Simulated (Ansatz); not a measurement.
How TiAl stores the work of compression

Level of theory: DFT r2SCAN, scalar-relativistic, plane waves, PAW in Ansatz. Settings: 500 eV cutoff, 14×14×10 k-mesh, Gaussian smearing of 0.10 eV, no spin polarisation.

Starting point, cell and atoms relaxed:

```
CELL_PARAMETERS angstrom
2.80984 0.00000 0.00000
0.00000 2.80984 0.00000
0.00000 0.00000 4.06577
ATOMIC_POSITIONS crystal
Ti 0.50000 0.50000 0.50000
Al 0.00000 0.00000 0.00000
```

Cell and atoms were relaxed at each target pressure within the start's symmetry (P4/mmm), at zero temperature; other phases can be more stable under pressure. H = E + PV with P the target; E is the free energy at the smearing used, whose derivative the pressure is, per atom and counted from zero pressure. The mesh named is that at zero pressure; some other pressures ran on another.

```csv
P (GPa),V (Å³/atom),E − E0 (meV),H − H0 (meV)
0,16.050,0.0,0.0
2,15.800,1.6,198.8
5,15.456,9.0,491.3
10,14.941,32.8,965.3
20,14.110,109.5,1870.9
40,12.897,331.0,3551.0
```

Q: Thermodynamics gives dH/dP = V along a relaxed path. Integrate V over P by the trapezoid rule and compare with the computed enthalpies.

A: With 1 eV/Å³ = 160.22 GPa, each step adds the mean volume times ΔP / 160.22:
```csv
P (GPa),∫V dP (meV),H − H0 (meV),difference (meV)
2,198.8,198.8,0.0
5,491.4,491.3,0.1
10,965.7,965.3,0.4
20,1872.3,1870.9,1.5
40,3558.0,3551.0,7.0
```

V(P) curves upward, so the trapezoid rule runs high; integrating a smooth curve through the same points (P as a polynomial of degree 4 in ln V) puts that excess at about 5.7 meV at 40 GPa, against the 7.0 meV found.

Q: At 40 GPa, how much of the enthalpy change is stored energy and how much is the PV term?

A: E rises by 331 meV/atom and PV is 40 × 12.897 / 160.22 = 3220 meV/atom, so PV makes 91 % of ΔH. So between rival structures at high pressure a small difference in volume can outweigh the difference in energy: 1 % of this volume is worth 32.2 meV/atom at this pressure.

Q: What bulk modulus do the lowest pressures give?

A: From the pressures that the runs reached, -2.00 GPa (16.332 Å³) and 2.00 GPa (15.800 Å³), B = −ΔP/Δln V = 4.00 / 0.0331 = 121 GPa, a mean over that range.

The stored energy starts out quadratic in pressure, because the relaxed cell sits at an energy minimum, whereas PV is linear from the outset. The large PV share at 40 GPa therefore mostly reflects the volume the crystal still occupies, not work held in its bonds. Each further GPa removes less volume than the last throughout the table, so the energy rises more slowly than the square of the pressure, from 109.5 meV at 20 GPa to 331.0 meV at 40 GPa. This stiffening is the usual response of a metal. Squeezing the electrons raises their kinetic energy, and the Pauli repulsion between ion cores and valence electrons steepens faster than the bonding gains from closer contact, here chiefly Ti d with Al s and p states. The bulk modulus from the lowest pressures thus describes only the soft end of the curve and would overestimate the compression at 40 GPa. Volumes alone don't show whether the a and c axes shorten equally, so the directionality of the bonding remains untested.
